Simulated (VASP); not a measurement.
# CsH (F-43m) in VASP: a series of runs

Runs on CsH. Level: PBEsol. Tasks: single point.

Everything below comes from runs of VASP 6.6.1. Logs are shortened: lines on timing, memory, paths and dates and some standing lists are left out, and cuts for length are marked.

### 1 Starting point

The structure is cubic, space group F-43m (No. 216). The conventional cell has a = 6.912 Å, b = 6.912 Å, c = 6.912 Å, α = 90.00°, β = 90.00°, γ = 90.00°. Cs (site symmetry -43m) has 4 H at 2.99 Å as nearest neighbours. H (site symmetry -43m) is surrounded by 4 Cs at 2.99 Å.

The cell comes from a database or a generator and needn't be the stable form of this composition.

### 2 Single point, PBEsol

File INCAR:

```
SYSTEM = CsH
PREC     = Accurate       ! precision mode
ENCUT    = 520            ! plane-wave cutoff, eV
EDIFF    = 1E-6           ! SCF threshold, eV
ISMEAR   = 0              ! smearing method
SIGMA    = 0.05           ! smearing width, eV
LREAL    = .False.        ! projectors in reciprocal space
LASPH    = .True.         ! aspherical terms in the spheres
NELM     = 100            ! most SCF steps
ALGO     = Normal         ! electronic algorithm
ISIF     = 2              ! what is computed and relaxed
LWAVE    = .False.        ! write WAVECAR
LCHARG   = .False.        ! write CHGCAR
GGA      = PS             ! functional
NBANDS   = 12             ! bands
```

File KPOINTS:

```
regular mesh
0
Gamma
  4 4 4
  0 0 0
```

File POSCAR:

```
CsH
1.0
    0.0000000000      3.4559386950      3.4559386950
    3.4559386950      0.0000000000      3.4559386950
    3.4559386950      3.4559386950      0.0000000000
Cs H
1 1
Direct
    0.0000000000      0.0000000000      0.0000000000
    0.2500000000      0.2500000000      0.2500000000
```

Potentials or basis: VASP PAW PBE potentials, release 64 (Cs_sv, H).

Command:

```console
cat potpaw_PBE.64/Cs_sv/POTCAR potpaw_PBE.64/H/POTCAR > POTCAR
mpirun -np 1 vasp_std > vasp.out
```

OUTCAR:

```text
SYSTEM = CsH
   PREC = Accurate
   ENCUT = 520
   EDIFF = 1E-6
   ISMEAR = 0
   LREAL = .False.
   LASPH = .True.
   NELM = 100
   ISIF = 2
   GGA = PS

 ion  position               nearest neighbor table
   1  0.000  0.000  0.000-
   2  0.250  0.250  0.250-

  LATTYP: Found a face centered cubic cell.
 ALAT       =     6.9118773900

  Lattice vectors:

 A1 = (   0.0000000000,   3.4559386950,   3.4559386950)
 A2 = (   3.4559386950,   0.0000000000,   3.4559386950)
 A3 = (   3.4559386950,   3.4559386950,   0.0000000000)

Analysis of symmetry for initial positions (statically):
=====================================================================
 Subroutine PRICEL returns:
 Original cell was already a primitive cell.

 Routine SETGRP: Setting up the symmetry group for a
 face centered cubic supercell.

 Subroutine GETGRP returns: Found 24 space group operations
 (whereof 24 operations were pure point group operations)
 out of a pool of 48 trial point group operations.

The static configuration has the point symmetry T_d .

Analysis of symmetry for dynamics (positions and initial velocities):
=====================================================================
 Subroutine PRICEL returns:
 Original cell was already a primitive cell.

 Routine SETGRP: Setting up the symmetry group for a
 face centered cubic supercell.

 Subroutine GETGRP returns: Found 24 space group operations
 (whereof 24 operations were pure point group operations)
 out of a pool of 48 trial point group operations.

The dynamic configuration has the point symmetry T_d .

 Subroutine INISYM returns: Found 24 space group operations
 (whereof 24 operations are pure point group operations),
 and found     1 'primitive' translations

----------------------------------------------------------------------------------------

                                     Primitive cell

  volume of cell :      82.5521

  direct lattice vectors                    reciprocal lattice vectors
     0.000000000  3.455938695  3.455938695    -0.144678492  0.144678492  0.144678492
     3.455938695  0.000000000  3.455938695     0.144678492 -0.144678492  0.144678492
     3.455938695  3.455938695  0.000000000     0.144678492  0.144678492 -0.144678492

  length of vectors
     4.887435373  4.887435373  4.887435373     0.250590499  0.250590499  0.250590499

  position of ions in fractional coordinates (direct lattice)
     0.000000000  0.000000000  0.000000000
     0.250000000  0.250000000  0.250000000

  ion indices of the primitive-cell ions
   primitive index   ion index
                 1           1
                 2           2

----------------------------------------------------------------------------------------

 KPOINTS: regular mesh

Automatic generation of k-mesh.
 Grid dimensions read from file:
 generate k-points for:    4    4    4

 Generating k-lattice:

  Cartesian coordinates                     Fractional coordinates (reciprocal lattice)
    -0.036169623  0.036169623  0.036169623     0.250000000  0.000000000  0.000000000
     0.036169623 -0.036169623  0.036169623     0.000000000  0.250000000  0.000000000
     0.036169623  0.036169623 -0.036169623     0.000000000  0.000000000  0.250000000

  Length of vectors
     0.062647625  0.062647625  0.062647625

  Shift w.r.t. Gamma in fractional coordinates (k-lattice)
     0.000000000  0.000000000  0.000000000

 Subroutine IBZKPT returns following result:
 ===========================================

 Found      8 irreducible k-points:

 Following reciprocal coordinates:
            Coordinates               Weight
  0.000000  0.000000  0.000000      1.000000
  0.250000  0.000000  0.000000      8.000000
  0.500000  0.000000  0.000000      4.000000
  0.250000  0.250000  0.000000      6.000000
  0.500000  0.250000  0.000000     24.000000
 -0.250000  0.250000  0.000000     12.000000
  0.500000  0.500000  0.000000      3.000000
 -0.250000  0.500000  0.250000      6.000000
   k-points           NKPTS =      8   k-points in BZ     NKDIM =      8   number of bands    NBANDS=     12
   number of dos      NEDOS =    301   number of ions     NIONS =      2
   total plane-waves  NPLWV =  46656
   dimension x,y,z NGX =    36 NGY =   36 NGZ =   36
   dimension x,y,z NGXF=    72 NGYF=   72 NGZF=   72
   ions per type =               1   1
   NGX,Y,Z   is equivalent  to a cutoff of  12.25, 12.25, 12.25 a.u.
   NGXF,Y,Z  is equivalent  to a cutoff of  24.49, 24.49, 24.49 a.u.
 SYSTEM =  CsH
   PREC   = accura    normal or accurate (medium, high low for compatibility)
   ISTART =      0    job   : 0-new  1-cont  2-samecut
   ICHARG =      2    charge: 1-file 2-atom 10-const
   ISPIN  =      1    spin polarized calculation?
   LNONCOLLINEAR =      F non collinear calculations
   LSORBIT =      F    spin-orbit coupling
   LASPH  =      T    aspherical Exc in radial PAW
   ENCUT  =  520.0 eV  38.22 Ry    6.18 a.u.   9.09  9.09  9.09*2*pi/ulx,y,z
   NELM   =    100;   NELMIN=  2; NELMDL= -5     # of ELM steps
   EDIFF  = 0.1E-05   stopping-criterion for ELM
   LREAL  =      F    real-space projection
   EDIFFG = 0.1E-04   stopping-criterion for IOM
   NSW    =      0    number of steps for IOM
   IBRION =     -1    ionic relax: 0-MD 1-quasi-New 2-CG
   NFREE  =      0    steps in history (QN), initial steepest desc. (CG)
   ISIF   =      2    stress and relaxation
   ISYM   =      2    0-nonsym 1-usesym 2-fastsym
   POTIM  = 0.5000    time-step for ionic-motion
   TEBEG  =    0.0;   TEEND  =   0.0 temperature during run
   PSTRESS=    0.0 pullay stress
   NELECT =      10.0000    total number of electrons
   NUPDOWN=      -1.0000    fix difference up-down
   EMIN   =  10.00;   EMAX   =-10.00  energy-range for DOS
   EFERMI =   0.00;   METHOD = LEGACY
   ISMEAR =     0;   SIGMA  =   0.05  broadening in eV -4-tet -1-fermi 0-gaus
   EFERMI_NEDOS =   21; number of points for ismear=-14 and -15
   IALGO  =     38    algorithm
   IMIX   =      4    mixing-type and parameters
     AMIX     =   0.40;   BMIX     =  1.00
     AMIX_MAG =   1.60;   BMIX_MAG =  1.00
  volume/ion in A,a.u.               =      41.28       278.54
  Fermi-wavevector in a.u.,A,eV,Ry     =   0.810026  1.530727  8.927349  0.656142
  Thomas-Fermi vector in A             =   1.919125
   LORBIT       =      0    0 simple, 1 ext, 2 COOP (PROOUT), +10 PAW based schemes
   GGA     = PS    functional components
   LHFCALC =     F    Hartree Fock is set to
   AEXX    =    0.0000 exact exchange contribution
   IVDW    =     0    specifies the selected vdW correction
   LEPSILON=     F    determine dielectric tensor
   LRPA    =     F    only Hartree local field effects (RPA)
 non-spin polarized calculation
 Gauss-broadening in eV      SIGMA  =   0.05
  energy-cutoff  :      520.00
  volume of cell :       82.55
 maximum number of plane-waves:      2252
   NGX = 19   NGY = 19   NGZ = 19

 number of electron      10.0000000 magnetization

 number of electron       9.9999999 magnetization

 Free energy of the ion-electron system (eV)
  ---------------------------------------------------
  ext. energy  EPLUGINS =         0.00000000
  ---------------------------------------------------
  free energy    TOTEN  =        -4.43820336 eV

  energy without entropy =       -4.43820336  energy(sigma->0) =       -4.43820336

 E-fermi :  -0.6456     XC(G=0):  -6.2777

 val. band max:       -0.9353949546   @ k =  -0.2500   0.5000   0.2500
 cond. band min:       1.8050876090   @ k =   0.5000   0.5000   0.0000
 fundamental gap:      2.7404825636
 Fermi energy:        -0.6455814370

 k-point     1 :       0.0000    0.0000    0.0000
  band No.  band energies     occupation
      1     -22.0578      2.00000
      2      -8.6982      2.00000
      3      -8.6982      2.00000
      4      -8.6982      2.00000
      5      -2.0755      2.00000
      6       3.3277      0.00000
      7       4.0889      0.00000
      8       4.0889      0.00000
      9       4.0889      0.00000
     10       5.7278      0.00000
     11       5.7278      0.00000
     12       9.0992      0.00000

 k-point     2 :       0.2500    0.0000    0.0000
  band No.  band energies     occupation
      1     -22.0428      2.00000
      2      -8.9330      2.00000
      3      -8.7251      2.00000
      4      -8.7251      2.00000
      5      -1.5950      2.00000
      6       2.3991      0.00000
      7       4.2701      0.00000
      8       4.2701      0.00000
      9       5.5739      0.00000
     10       5.5815      0.00000
     11       5.5815      0.00000
     12       8.2608      0.00000

 k-point     3 :       0.5000    0.0000    0.0000
  band No.  band energies     occupation
      1     -22.0277      2.00000
      2      -9.1451      2.00000
      3      -8.7517      2.00000
      4      -8.7517      2.00000
      5      -1.2573      2.00000
      6       2.6939      0.00000
      7       4.0282      0.00000
      8       4.0282      0.00000
      9       5.4547      0.00000
     10       6.8123      0.00000
     11       6.8123      0.00000
     12       7.4635      0.00000

 k-point     4 :       0.2500    0.2500    0.0000
  band No.  band energies     occupation
      1     -22.0378      2.00000
      2      -8.9323      2.00000
      3      -8.7716      2.00000
      4      -8.7716      2.00000
      5      -1.4301      2.00000
      6       2.0855      0.00000
      7       3.9859      0.00000
      8       4.7962      0.00000
      9       4.7962      0.00000
     10       6.2133      0.00000
     11       6.5785      0.00000
     12       9.5956      0.00000

 k-point     5 :       0.5000    0.2500    0.0000
  band No.  band energies     occupation
      1     -22.0228      2.00000
      2      -9.0756      2.00000
      3      -8.8695      2.00000
      4      -8.7979      2.00000
      5      -1.0660      2.00000
      6       2.3709      0.00000
      7       3.2829      0.00000
      8       4.8220      0.00000
      9       5.8732      0.00000
     10       6.8992      0.00000
     11       7.2489      0.00000
     12       7.6876      0.00000

 k-point     6 :      -0.2500    0.2500    0.0000
  band No.  band energies     occupation
      1     -22.0277      2.00000
      2      -9.0257      2.00000
      3      -8.8803      2.00000
      4      -8.7521      2.00000
      5      -1.1733      2.00000
      6       2.5391      0.00000
      7       3.3131      0.00000
      8       4.6597      0.00000
      9       5.3157      0.00000
     10       6.6767      0.00000
     11       7.0792      0.00000
     12       7.8709      0.00000

 k-point     7 :       0.5000    0.5000    0.0000
  band No.  band energies     occupation
      1     -22.0178      2.00000
      2      -9.1326      2.00000
      3      -8.8432      2.00000
      4      -8.8432      2.00000
      5      -0.9861      2.00000
      6       1.8051      0.00000
      7       3.4182      0.00000
      8       6.6871      0.00000
      9       6.6871      0.00000
     10       6.8889      0.00000
     11       7.1915      0.00000
     12       7.1915      0.00000

 k-point     8 :      -0.2500    0.5000    0.2500
  band No.  band energies     occupation
      1     -22.0177      2.00000
      2      -9.0252      2.00000
      3      -8.9592      2.00000
      4      -8.8495      2.00000
      5      -0.9354      2.00000
      6       2.4979      0.00000
      7       3.3208      0.00000
      8       4.2002      0.00000
      9       6.9349      0.00000
     10       7.1144      0.00000
     11       7.1877      0.00000
     12       7.3132      0.00000

------------------------ aborting loop because EDIFF is reached ----------------------------------------

  FORCE on cell =-STRESS in cart. coord.  units (eV):
  Direction    XX          YY          ZZ          XY          YZ          ZX
  --------------------------------------------------------------------------------------
  -------------------------------------------------------------------------------------
  Total       -0.0910982     -0.0910982     -0.0910982     -0.0000000      0.0000000      0.0000000
  in kB       -1.7680415     -1.7680415     -1.7680415     -0.0000000      0.0000000      0.0000000
  external PRESSURE =      -1.7680415 kB  Pullay stress =       0.0000000 kB

 VOLUME and BASIS-vectors are now :
 -----------------------------------------------------------------------------
  energy-cutoff  :      520.00
  volume of cell :       82.55
      direct lattice vectors                 reciprocal lattice vectors
     0.000000000  3.455938695  3.455938695    -0.144678492  0.144678492  0.144678492
     3.455938695  0.000000000  3.455938695     0.144678492 -0.144678492  0.144678492
     3.455938695  3.455938695  0.000000000     0.144678492  0.144678492 -0.144678492

 POSITION                                       TOTAL-FORCE (eV/Angst)
 -----------------------------------------------------------------------------------
      0.00000      0.00000      0.00000        -0.000000     -0.000000     -0.000000
      1.72797      1.72797      1.72797         0.000000      0.000000      0.000000
 -----------------------------------------------------------------------------------
    total drift:                                0.000000      0.000000      0.000000

  FREE ENERGIE OF THE ION-ELECTRON SYSTEM (eV)
  ---------------------------------------------------
  free  energy   TOTEN  =        -4.4382033553 eV

  energy  without entropy=       -4.4382033553  energy(sigma->0) =       -4.43820336
```

Run time: 9.9 s. Hardware: 1 thread of Intel Xeon Platinum 8259CL at 2.50GHz (Skylake/Cascade Lake), shared host; peak memory 0.2 GiB.

What came out:

```yaml
Free_energy: -4.4382 eV
Pressure: -0.2 GPa
Band_gap_on_the_k_mesh: 2.74 eV, indirect (least direct gap 2.79 eV)
```

Caveat: the PAW data sets were made with another functional, which shifts forces and pressure a little; spin-orbit coupling is left out, which moves the levels of the heavy elements.

(Continued in part 2 of 2.)
